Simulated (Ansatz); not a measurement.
# Cu6H: the cost of one run

Program: Ansatz 0.2.0. Level of theory: DFT PBE, scalar-relativistic, plane waves, PAW. These are calculated values, not measurements.

24 further runs of the same task are left out: 24 set aside as unsound or not needed.

## (1) The system as given

It takes space group Pmm2 (No. 25, orthorhombic). The conventional cell has a = 5.133 Å, b = 5.133 Å, c = 21.529 Å, α = 90.00°, β = 90.00°, γ = 90.00°. Cu (site symmetry m) has 8 Cu at 2.53 to 2.57 Å as nearest neighbours. Cu (site symmetry m) has 1 H at 2.39 Å and 12 Cu at 2.53 to 2.57 Å as nearest neighbours. Around Cu (site symmetry m) lie 12 Cu at 2.53 to 2.57 Å. Cu (site symmetry m) is surrounded by 2 H at 1.41 Å. Cu (site symmetry m) has 8 Cu at 2.53 to 2.57 Å and 2 H at 2.58 Å as nearest neighbours. H (site symmetry m) has 1 H at 0.75 Å as nearest neighbours.

Structure file:

```cif
data_structure
_symmetry_space_group_name_H-M 'P 1'
_symmetry_Int_Tables_number 1
_cell_length_a 5.1332
_cell_length_b 5.1332
_cell_length_c 21.5289
_cell_angle_alpha 90.000
_cell_angle_beta 90.000
_cell_angle_gamma 90.000
_cell_volume 567.29
loop_
_atom_site_label
_atom_site_type_symbol
_atom_site_fract_x
_atom_site_fract_y
_atom_site_fract_z
_atom_site_occupancy
Cu1 Cu 0.25000 0.25000 0.18580 1
Cu2 Cu 0.25000 0.75000 0.18580 1
Cu3 Cu 0.75000 0.25000 0.18580 1
Cu4 Cu 0.75000 0.75000 0.18580 1
Cu5 Cu 0.00000 0.00000 0.26776 1
Cu6 Cu 0.00000 0.50000 0.26776 1
Cu7 Cu 0.50000 0.00000 0.26776 1
Cu8 Cu 0.50000 0.50000 0.26776 1
Cu9 Cu 0.25000 0.25000 0.34971 1
Cu10 Cu 0.25000 0.75000 0.34971 1
Cu11 Cu 0.75000 0.25000 0.34971 1
Cu12 Cu 0.75000 0.75000 0.34971 1
H1 H 0.17695 0.00000 0.37061 1
H2 H 0.32305 0.00000 0.37061 1
```

This is the geometry of the first run shown, built on a cell relaxed beforehand with the same method.

## (2) What is varied

Atoms count from 1 in the order of the input.

H2 lies flat over one site of a rigid substrate while its bond length and height are varied.

First coordinate, distance H13-H14: 8 values from 0.650 to 2.650 Å. Second coordinate, height of the H2 axis above the plane of Cu9: 9 values from 0.45 to 3.60 Å.

Nothing else is relaxed. Points are written as (first, second).

## (3) Point (0.750 Å, 0.45 Å)

A dipole layer in the vacuum cancels the field that periodic copies would set up if the slab's two faces differ.

input.yaml

```yaml
crystal:
  lattice:
    - [5.1332392722, 0.0, 0.0]
    - [0.0, 5.1332392722, 0.0]
    - [0.0, 0.0, 21.5289058579]
  atoms:
    - { symbol: Cu, position: [0.25, 0.25, 0.1857967157] }
    - { symbol: Cu, position: [0.25, 0.75, 0.1857967157] }
    - { symbol: Cu, position: [0.75, 0.25, 0.1857967157] }
    - { symbol: Cu, position: [0.75, 0.75, 0.1857967157] }
    - { symbol: Cu, position: [0.0, 0.0, 0.2677566944] }
    - { symbol: Cu, position: [0.0, 0.5, 0.2677566944] }
    - { symbol: Cu, position: [0.5, 0.0, 0.2677566944] }
    - { symbol: Cu, position: [0.5, 0.5, 0.2677566944] }
    - { symbol: Cu, position: [0.25, 0.25, 0.3497114952] }
    - { symbol: Cu, position: [0.25, 0.75, 0.3497114952] }
    - { symbol: Cu, position: [0.75, 0.25, 0.3497114952] }
    - { symbol: Cu, position: [0.75, 0.75, 0.3497114952] }
    - { symbol: H, position: [0.1769467133, 1.0, 0.3706136257] }
    - { symbol: H, position: [0.3230532867, 1.0, 0.3706136257] }
basis:
  ecutwfc: 420
kpoints:
  mp_grid: { grid: [5, 5, 1] }
hamiltonian:
  xc: pbe
scf:
  occupations: { method: gaussian, width: 0.1 }
output:
  forces: true
  eigenvalues: true
efield:
  axis: 3
  dipole_correction: true
  ramp_width: 0.04
```

On the command line:

```console
$ ansatz run input.yaml --threads 4 --pin off --max-ram 12288MiB --backend cpu --events-out ev --progress --plain --runs-dir out
```

**Question.** How long does this run take on 4 threads of Arm Neoverse V2, shared host, and how much memory does it need?

About 18 s, with a peak of 1.7 GiB.
